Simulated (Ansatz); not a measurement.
# GaP (F-43m) in Ansatz: a series of runs

The runs below take GaP through relaxation of cell and atoms, single point, with BLYP, PBE.

All numbers are computed with Ansatz 0.2.0; they aren't measurements. Logs are shortened: lines on timing, memory, paths and dates and some standing lists are left out, and cuts for length are marked.

**Measured values to compare with.**

From “Stacking defects in GaP nanowires: Electronic structure and optical properties”, 2018, arxiv:1810.01194, for a bulk crystal of GaP at 10 K: band gap 2.34 eV (indirect).

The runs below are set against these values where they give the same quantity.

## 1. The structure

The structure is cubic, space group F-43m (No. 216). The conventional cell has a = 5.451 Å, b = 5.451 Å, c = 5.451 Å, α = 90.00°, β = 90.00°, γ = 90.00°. Ga (site symmetry -43m) is surrounded by 4 P at 2.36 Å. Around P (site symmetry -43m) lie 4 Ga at 2.36 Å.

## 2. Relaxation of cell and atoms, BLYP

input.yaml

```yaml
crystal:
  lattice:
    - [0.0, 2.72525, 2.72525]
    - [2.72525, 0.0, 2.72525]
    - [2.72525, 2.72525, 0.0]
  atoms:
    - { symbol: Ga, position: [0.0, 0.0, 0.0] }
    - { symbol: P, position: [0.75, 0.75, 0.75] }
hamiltonian:
  xc: blyp
  pseudopotentials: { kind: paw }
kpoints:
  mp_grid: { grid: [8, 8, 8] }
scf:
  occupations: { method: fermi_dirac, width: 0.05 }
output:
  forces: true
  stress: true
relax:
  f_tol: 0.01
  max_steps: 40
  cell: { stress_tol: 0.05 }
```

Potentials or basis: Ansatz PAW.

Command:

```bash
ansatz run input.yaml --threads 2 --pin off --max-ram 5632MiB --backend cpu --events-out ev --progress --plain --runs-dir out
```

Standard output:

```text
Warning: RAYON_NUM_THREADS=2 ignored (pool sized by the plan → 2); use --threads N
Engine: ansatz 0.2.0, x86_64-unknown-linux-gnu
Pseudopotentials: kind: paw
Pseudopotential: Ga, paw, valence charge 13, recommended cutoff 420 eV (normal), Ga.paw.azcp
Pseudopotential: P, paw, valence charge 5, recommended cutoff 420 eV (normal), P.paw.azcp
Functional definition: BLYP
  parameter beta = 0.0042
  parameter a = 0.04918
  parameter b = 0.132
  parameter c = 0.2533
  parameter d = 0.349
  exchange = b88_x(beta = beta)
  correlation = lyp_c(a = a, b = b, c = c, d = d)
Crystal: 2 atoms, lattice volume = 40.481 Å³
Basis set: ecut = 420 eV, 749 PW (Γ), exchange–correlation on 54×54×54 points (8 copies of the dense FFT grid, shifted against one another)
Bands: 13, of which v1, the nominal top of the filled ones, is band 9 counted from 1 (8 counted from 0)
Symmetry: 24 space group operations
Space group: F-43m (ITA 216), of the structure as read, at distance tolerance 3.4e-5 Å
k-points: 29 of 512 (time reversal used)
Non-local potential: Ga, projectors of the file, l = 0: 2, l = 1: 2, l = 2: 3, l = 3: 1
Non-local potential: P, projectors of the file, l = 0: 2, l = 1: 2, l = 2: 2
PAW form: soft (Blöchl's): semilocal exchange-correlation on the pseudo side does not see the compensation charge
PAW frozen core: Ga, regenerated for the run's functional, and the local potential with it (the file was generated under x = pbe(κ = 0.804, μ = 0.2195149727645171), c = pbe(β = 0.06672455060314922))
PAW frozen core: P, regenerated for the run's functional, and the local potential with it (the file was generated under x = pbe(κ = 0.804, μ = 0.2195149727645171), c = pbe(β = 0.06672455060314922))
PAW one-centre angular grid: Ga, 590 points (default); XC on 64 Gauss nodes
PAW one-centre angular grid: P, 110 points (default); XC on 64 Gauss nodes
Initial density: superposition of atomic densities (neutral atoms: chi_scale 0, normalization atom), corrected by the library's trained network
Initial wavefunctions: pseudopotential atomic-orbital guess
Functional: x = b88, c = lyp
SCF iter   1: F=—  HF=-4553.436309 eV  |F-HF|=—  |Δ(HF+E_count)|=         —  Δρ=5.58e-3  dr2=1.49e-2  ethr=1.77e-3  ⟨swp⟩=6.2  Hψ=2520  notcnv=0
preconditioner: auto → none  [insulator: Δε(μ)=1.705 eV  Ē_g=15.654 eV  σ=0.050 eV  W_gap=1.00  n_scr=14 (ndim 8)  ℏωp=24.8 eV  f_vac=0.011  D(μ)=0.00/eV (n_scr^D=0)  ε∞_Penn≈3.5]
SCF iter   2: F=—  HF=-4553.429771 eV  |F-HF|=—  |Δ(HF+E_count)|=   6.54e-3  Δρ=2.70e-3  dr2=1.39e-3  ethr=8.29e-5  ⟨swp⟩=2.3  Hψ=833  notcnv=0
SCF iter   3: F=—  HF=-4553.429299 eV  |F-HF|=—  |Δ(HF+E_count)|=   4.71e-4  Δρ=5.89e-4  dr2=1.17e-4  ethr=7.73e-6  ⟨swp⟩=2.1  Hψ=551  notcnv=0
SCF iter   4: F=—  HF=-4553.429256 eV  |F-HF|=—  |Δ(HF+E_count)|=   4.30e-5  Δρ=3.02e-4  dr2=1.98e-5  ethr=6.51e-7  ⟨swp⟩=2.0  Hψ=638  notcnv=0
SCF iter   5: F=—  HF=-4553.429253 eV  |F-HF|=—  |Δ(HF+E_count)|=   2.93e-6  Δρ=7.04e-5  dr2=1.21e-6  ethr=1.10e-7  ⟨swp⟩=2.0  Hψ=649  notcnv=0
SCF iter   6: F=-4553.429254 eV  HF=-4553.429254 eV  |F-HF|=3.87e-9  |Δ(HF+E_count)|=   5.33e-7  Δρ=2.28e-5  dr2=8.76e-8  ethr=5.56e-10  ⟨swp⟩=4.0  Hψ=1670  notcnv=0
SCF 1 converged in 6 iterations: F = -4553.429254 eV  dr2 = 8.76e-8
relax step   1: F+E_penalty+E_count = -4553.42925386 eV  Δ(F+E_penalty+E_count) = +0.000e0 eV  max|allowed force component| = 2.683e-16 eV/Å  Δτ_max = 0.0000 Å  P = +6.260 GPa  Ω = 40.481 Å³  (6 SCF iters, dr2 threshold 1.00e-7 eV, accepted)
Crystal: 2 atoms, lattice volume = 42.631 Å³
Basis set: ecut = 420 eV, 869 PW (Γ), exchange–correlation on 54×54×54 points (8 copies of the dense FFT grid, shifted against one another)
Initial density: handed on by an earlier stage of this run
Initial wavefunctions: those handed on with the density
iter 1 solved again at ethr=3.25e-5 eV; its pass at ethr=3.10e-3 eV (dr2=5.85e-3 eV) is discarded
SCF iter   1: F=—  HF=-4553.484354 eV  |F-HF|=—  |Δ(HF+E_count)|=         —  Δρ=2.94e-3  dr2=5.88e-3  ethr=3.25e-5  ⟨swp⟩=2.0  Hψ=2841  notcnv=0
preconditioner: auto → none  [insulator: Δε(μ)=1.263 eV  Ē_g=15.399 eV  σ=0.050 eV  W_gap=1.00  n_scr=14 (ndim 8)  ℏωp=24.1 eV  f_vac=0.030  D(μ)=0.00/eV (n_scr^D=0)  ε∞_Penn≈3.5]
SCF iter   2: F=—  HF=-4553.482672 eV  |F-HF|=—  |Δ(HF+E_count)|=   1.68e-3  Δρ=1.14e-3  dr2=6.13e-4  ethr=3.25e-5  ⟨swp⟩=2.0  Hψ=535  notcnv=0
SCF iter   3: F=—  HF=-4553.482576 eV  |F-HF|=—  |Δ(HF+E_count)|=   9.57e-5  Δρ=4.93e-4  dr2=9.96e-5  ethr=3.41e-6  ⟨swp⟩=2.3  Hψ=637  notcnv=0
SCF iter   4: F=—  HF=-4553.482553 eV  |F-HF|=—  |Δ(HF+E_count)|=   2.31e-5  Δρ=1.54e-4  dr2=5.22e-6  ethr=5.53e-7  ⟨swp⟩=2.0  Hψ=636  notcnv=0
SCF iter   5: F=—  HF=-4553.482551 eV  |F-HF|=—  |Δ(HF+E_count)|=   1.80e-6  Δρ=4.45e-5  dr2=4.30e-7  ethr=2.90e-8  ⟨swp⟩=2.0  Hψ=634  notcnv=0
SCF iter   6: F=-4553.482551 eV  HF=-4553.482551 eV  |F-HF|=1.73e-9  |Δ(HF+E_count)|=   1.95e-7  Δρ=2.87e-6  dr2=1.51e-9  ethr=1.11e-9  ⟨swp⟩=5.0  Hψ=1332  notcnv=0
SCF 2 converged in 6 iterations: F = -4553.482551 eV  dr2 = 1.51e-9
relax step   2: F+E_penalty+E_count = -4553.48255140 eV  Δ(F+E_penalty+E_count) = -5.330e-2 eV  max|allowed force component| = 5.551e-17 eV/Å  Δτ_max = 0.0000 Å  P = +1.955 GPa  Ω = 42.631 Å³  energy of the carried Pulay correction = -5.083e-4 eV  (6 SCF iters, dr2 threshold 2.00e-7 eV, accepted)
Crystal: 2 atoms, lattice volume = 43.685 Å³
iter 1 solved again at ethr=6.66e-6 eV; its pass at ethr=3.10e-3 eV (dr2=1.20e-3 eV) is discarded
SCF iter   1: F=—  HF=-4553.489778 eV  |F-HF|=—  |Δ(HF+E_count)|=         —  Δρ=1.32e-3  dr2=1.22e-3  ethr=6.66e-6  ⟨swp⟩=2.1  Hψ=2755  notcnv=0
preconditioner: auto → none  [insulator: Δε(μ)=1.067 eV  Ē_g=15.292 eV  σ=0.050 eV  W_gap=1.00  n_scr=14 (ndim 8)  ℏωp=23.8 eV  f_vac=0.029  D(μ)=0.00/eV (n_scr^D=0)  ε∞_Penn≈3.4]
SCF iter   2: F=—  HF=-4553.489432 eV  |F-HF|=—  |Δ(HF+E_count)|=   3.46e-4  Δρ=5.15e-4  dr2=1.28e-4  ethr=6.66e-6  ⟨swp⟩=2.0  Hψ=503  notcnv=0
SCF iter   3: F=—  HF=-4553.489413 eV  |F-HF|=—  |Δ(HF+E_count)|=   1.93e-5  Δρ=1.96e-4  dr2=1.77e-5  ethr=7.09e-7  ⟨swp⟩=2.8  Hψ=637  notcnv=0
SCF iter   4: F=—  HF=-4553.489411 eV  |F-HF|=—  |Δ(HF+E_count)|=   2.08e-6  Δρ=6.49e-5  dr2=9.15e-7  ethr=9.82e-8  ⟨swp⟩=2.0  Hψ=636  notcnv=0
SCF iter   5: F=-4553.489410 eV  HF=-4553.489410 eV  |F-HF|=2.55e-8  |Δ(HF+E_count)|=   4.01e-7  Δρ=1.98e-5  dr2=9.78e-8  ethr=1.11e-9  ⟨swp⟩=5.0  Hψ=1488  notcnv=0
SCF 3 converged in 5 iterations: F = -4553.489410 eV  dr2 = 9.78e-8
relax step   3: F+E_penalty+E_count = -4553.48941020 eV  Δ(F+E_penalty+E_count) = -6.859e-3 eV  max|allowed force component| = 1.295e-16 eV/Å  Δτ_max = 0.0000 Å  P = +0.242 GPa  Ω = 43.685 Å³  energy of the carried Pulay correction = -7.479e-4 eV  (5 SCF iters, dr2 threshold 2.00e-7 eV, accepted)
Crystal: 2 atoms, lattice volume = 43.837 Å³
iter 1 solved again at ethr=1.45e-7 eV; its pass at ethr=3.10e-3 eV (dr2=2.61e-5 eV) is discarded
SCF iter   1: F=—  HF=-4553.489503 eV  |F-HF|=—  |Δ(HF+E_count)|=         —  Δρ=1.89e-4  dr2=2.44e-5  ethr=1.45e-7  ⟨swp⟩=2.1  Hψ=2596  notcnv=0
preconditioner: auto → none  [insulator: Δε(μ)=1.043 eV  Ē_g=15.277 eV  σ=0.050 eV  W_gap=1.00  n_scr=14 (ndim 8)  ℏωp=23.8 eV  f_vac=0.026  D(μ)=0.00/eV (n_scr^D=0)  ε∞_Penn≈3.4]
SCF iter   2: F=—  HF=-4553.489497 eV  |F-HF|=—  |Δ(HF+E_count)|=   5.81e-6  Δρ=7.76e-5  dr2=2.71e-6  ethr=1.35e-7  ⟨swp⟩=2.0  Hψ=480  notcnv=0
SCF iter   3: F=—  HF=-4553.489497 eV  |F-HF|=—  |Δ(HF+E_count)|=   1.82e-7  Δρ=2.92e-5  dr2=3.75e-7  ethr=1.50e-8  ⟨swp⟩=2.8  Hψ=659  notcnv=0
SCF iter   4: F=-4553.489497 eV  HF=-4553.489497 eV  |F-HF|=3.10e-8  |Δ(HF+E_count)|=   7.40e-9  Δρ=1.02e-5  dr2=2.14e-8  ethr=8.10e-10  ⟨swp⟩=5.0  Hψ=1482  notcnv=0
SCF 4 converged in 4 iterations: F = -4553.489497 eV  dr2 = 2.14e-8
relax step   4: F+E_penalty+E_count = -4553.48949673 eV  Δ(F+E_penalty+E_count) = -8.653e-5 eV  max|allowed force component| = 8.327e-17 eV/Å  Δτ_max = 0.0000 Å  P = +0.012 GPa  Ω = 43.837 Å³  energy of the carried Pulay correction = -7.821e-4 eV  (4 SCF iters, dr2 threshold 1.46e-7 eV, accepted)
Initial wavefunctions: pseudopotential atomic-orbital guess (no wavefunctions were taken with the density)
iter 1 solved again at ethr=1.02e-6 eV; its pass at ethr=3.10e-3 eV (dr2=1.83e-4 eV) is discarded
SCF iter   1: F=—  HF=-4553.483497 eV  |F-HF|=—  |Δ(HF+E_count)|=         —  Δρ=7.72e-4  dr2=6.19e-6  ethr=1.02e-6  ⟨swp⟩=3.1  Hψ=3374  notcnv=0
preconditioner: auto → none  [insulator: Δε(μ)=1.043 eV  Ē_g=15.276 eV  σ=0.050 eV  W_gap=1.00  n_scr=14 (ndim 8)  ℏωp=23.8 eV  f_vac=0.023  D(μ)=0.00/eV (n_scr^D=0)  ε∞_Penn≈3.4]
SCF iter   2: F=—  HF=-4553.488599 eV  |F-HF|=—  |Δ(HF+E_count)|=   5.10e-3  Δρ=3.87e-4  dr2=1.78e-6  ethr=3.44e-8  ⟨swp⟩=2.3  Hψ=657  notcnv=0
SCF iter   3: F=—  HF=-4553.490346 eV  |F-HF|=—  |Δ(HF+E_count)|=   1.75e-3  Δρ=6.91e-5  dr2=4.14e-7  ethr=9.87e-9  ⟨swp⟩=2.0  Hψ=638  notcnv=0
SCF iter   4: F=—  HF=-4553.490396 eV  |F-HF|=—  |Δ(HF+E_count)|=   5.07e-5  Δρ=9.76e-6  dr2=3.23e-9  ethr=2.30e-9  ⟨swp⟩=2.0  Hψ=639  notcnv=0
SCF iter   5: F=—  HF=-4553.490397 eV  |F-HF|=—  |Δ(HF+E_count)|=   1.00e-6  Δρ=1.71e-6  dr2=4.05e-10  ethr=1.79e-11  ⟨swp⟩=2.8  Hψ=670  notcnv=0
SCF iter   6: F=—  HF=-4553.490397 eV  |F-HF|=—  |Δ(HF+E_count)|=   2.05e-8  Δρ=4.71e-7  dr2=4.87e-11  ethr=2.25e-12  ⟨swp⟩=2.0  Hψ=642  notcnv=0
SCF iter   7: F=-4553.490397 eV  HF=-4553.490397 eV  |F-HF|=3.18e-11  |Δ(HF+E_count)|=  7.79e-10  Δρ=6.56e-8  dr2=5.44e-13  ethr=1.00e-12  ⟨swp⟩=6.6  Hψ=1638  notcnv=0
SCF 5 converged in 7 iterations: F = -4553.490397 eV  dr2 = 5.44e-13
relax step   5: F+E_penalty+E_count = -4553.49039722 eV  Δ(F+E_penalty+E_count) = -9.005e-4 eV  max|allowed force component| = 8.558e-17 eV/Å  Δτ_max = 0.0000 Å  P = +0.029 GPa  Ω = 43.837 Å³  stress off target by 2.91e-2 GPa  SCF on the basis re-selected at this cell (its energy is not comparable with the rows above)  (7 SCF iters)
basis re-selected at this cell: Δ(F+E_penalty+E_count) = -9.005e-4 eV, ΔP = +0.017 GPa vs the last step (what re-selecting the basis moved, of the pressure what is left beyond the Pulay correction that the steps carried, after the strain that the cell walked since its last selection, with what the two solves' SCF thresholds leave and, on support functions, any second-order correction that the steps lacked; it is no measure of the basis error at this ecutwfc). This SCF's stress stands 2.91e-2 GPa from its target on what of the cell is left free (relax.cell.stress_tol is 5.00e-2 GPa) and its largest allowed force component is 8.56e-17 eV/Å (relax.f_tol is 1.00e-2 eV/Å): within both
SCF converged after 7 iterations
Free energy (F): -4553.490397 eV
Harris-Foulkes:  -4553.490397 eV  (|F-HF|=3.18e-11)
Internal energy: -4553.490397 eV  (E = F + TS)
E sigma→0 (E₀):  -4553.490397 eV
Entropy (-TS):   -0.000000 eV (-0.000 meV/atom)
Fermi energy:    7.068596 eV
--- Per-component energies (eV) ---
  E_band       = -66.471619
  E_kinetic    = 185.283960
  E_local      = -2252.670684  (includes V_loc(G=0)·N_el)
  E_nonlocal   = 455.495573
  E_hartree    = 1039.537680
  E_xc         = -127.823313
  E_vxc        = -114.455111  (∫ρ·V_xc dr)
  E_paw        = -2575.097475  (= ΣΔE_a)
  E_vpaw       = -419.200575  (= ΣTr[D̂ρ^β])
  E_aug_tail   = -0.000125  (compensation charges beyond the density's cutoff)
  E_ewald      = -1278.248559
  E_core_change = 0.032547  (= ΣΔE_core)
  E_smearing   = -0.000000  (= −TS)
  E_closure    = 0.000000  (closes the sum)
  Σ components = -4553.490397   (vs F -4553.490397, Δ=0.00e0)
--- Forces (eV/Å), atoms counted from 1 ---
  atom   1  Ga    -0.00000000     0.00000000     0.00000000
  atom   2  P      0.00000000    -0.00000000    -0.00000000
  max |Σ_I F_I| component: 3.70e-17 eV/Å
--- Stress (GPa, compression-positive) ---
        0.029113       0.000000      -0.000000
       -0.000000       0.029113       0.000000
        0.000000       0.000000       0.029113
  P = ⅓ Tr σ = 0.0291 GPa (0.291 kbar)
--- Relaxed structure (4 steps of the walk, 4 accepted, 1 SCFs on fresh bases) ---
  F+E_penalty+E_count = -4553.49039722 eV   max|allowed force component| = 8.558e-17 eV/Å   (the final SCF, on the basis selected at the relaxed cell)
  cell:  # Å, volume = 43.8374 Å³
    - [5.6813398166785824e-33, 2.798583741198566, 2.798583741198566]
    - [2.798583741198566, 3.235561240888699e-33, 2.798583741198566]
    - [2.798583741198566, 2.798583741198566, 2.0381488131582357e-33]
  atoms:
    - { symbol: Ga, position: [1.5782931996935424e-33, -1.2485005908023543e-33, -1.7196328892183372e-33] }
    - { symbol: P, position: [0.7500000000000001, 0.7500000000000001, 0.7500000000000001] }
```

Wall time 16 s (2 threads of Intel Xeon at 2.50GHz (Skylake/Cascade Lake), shared host); peak memory 0.35 GiB.

What came out:

```yaml
Free_energy: -4553.4904 eV
Relaxed_volume: 21.92 Å³/atom
Relaxed_cell: a = 3.958 Å, b = 3.958 Å, c = 3.958 Å, α = 60.00°, β = 60.00°, γ = 60.00°
Space_group_after_relaxing_to_0.05_Å: F-43m (No. 216)
Energy_gained_by_relaxing: 30.6 meV/atom
Ionic_steps: 5
Pressure_after_relaxing: 0.0 GPa
Band_gap_on_the_k_mesh: 1.04 eV
```

The path:
```tsv
step	energy change (eV)	largest force (eV/Å)	volume (Å³)
1	0.0000	0.0000	40.48
2	-0.0533	0.0000	42.63
3	-0.0602	0.0000	43.68
4	-0.0602	0.0000	43.84
5	-0.0611	0.0000	43.84
```

Final structure:
```
Ga P
1.0
     0.00000    2.79858    2.79858
     2.79858    0.00000    2.79858
     2.79858    2.79858    0.00000
Ga P
1 1
Direct
  0.00000 0.00000 0.00000
  0.75000 0.75000 0.75000
```

Caveat: the plane-wave basis is chosen anew once the cell has moved, so the energies of steps on either side of that aren't comparable; the PAW data sets come from PBE, with cores solved anew for the run's functional, which leaves a small shift of forces and pressure.

## 3. Single point, PBE

input.yaml

```yaml
crystal:
  lattice:
    - [0.0, 2.72525, 2.72525]
    - [2.72525, 0.0, 2.72525]
    - [2.72525, 2.72525, 0.0]
  atoms:
    - { symbol: Ga, position: [0.0, 0.0, 0.0] }
    - { symbol: P, position: [0.75, 0.75, 0.75] }
hamiltonian:
  xc: pbe
  pseudopotentials: { kind: paw }
kpoints:
  mp_grid: { grid: [8, 8, 8] }
scf:
  occupations: { method: gaussian, width: 0.012 }
output:
  forces: true
  stress: true
  eigenvalues: true
```

Potentials or basis: Ansatz PAW.

Command:

```bash
ansatz run input.yaml --threads 2 --pin off --max-ram 5632MiB --backend cpu --events-out ev --progress --plain --runs-dir out
```

Run time: 2.9 s. Hardware: 2 threads of Intel Xeon at 2.50GHz (Skylake/Cascade Lake), shared host; peak memory 0.33 GiB.

The run converged. Its results:

- Free energy: -4539.5479 eV
- Pressure: 2.5 GPa
- Band gap on the k mesh: 1.64 eV, indirect (least direct gap 1.83 eV)

Levels at points of the mesh, in eV from the valence-band top:
```tsv
k point	band 6	band 7	band 8	band 9	band 10	band 11	band 12	band 13
(0.00, 0.00, 0.00)	-12.49	0.00	0.00	0.00	1.83	3.89	3.89	3.89
(0.00, 0.00, -0.50)	-10.43	-6.63	-1.12	-1.12	1.67	4.71	4.71	8.28
(0.00, -0.50, -0.50)	-9.53	-6.75	-2.68	-2.68	1.65	1.82	10.58	10.58
```

## 4. Against experiment

Step 3. A measured gap of GaP is 2.34 eV (indirect; 10 K; quoted in “Stacking defects in GaP nanowires: Electronic structure and optical properties”, 2018, arxiv:1810.01194); the calculated 1.64 eV misses it by -0.70 eV. Spin-orbit coupling on Ga is left out. The value is that of PBE on a finite k mesh, which can miss the band edges, without temperature or zero-point motion. Semilocal functionals fall short of measured gaps as a rule.
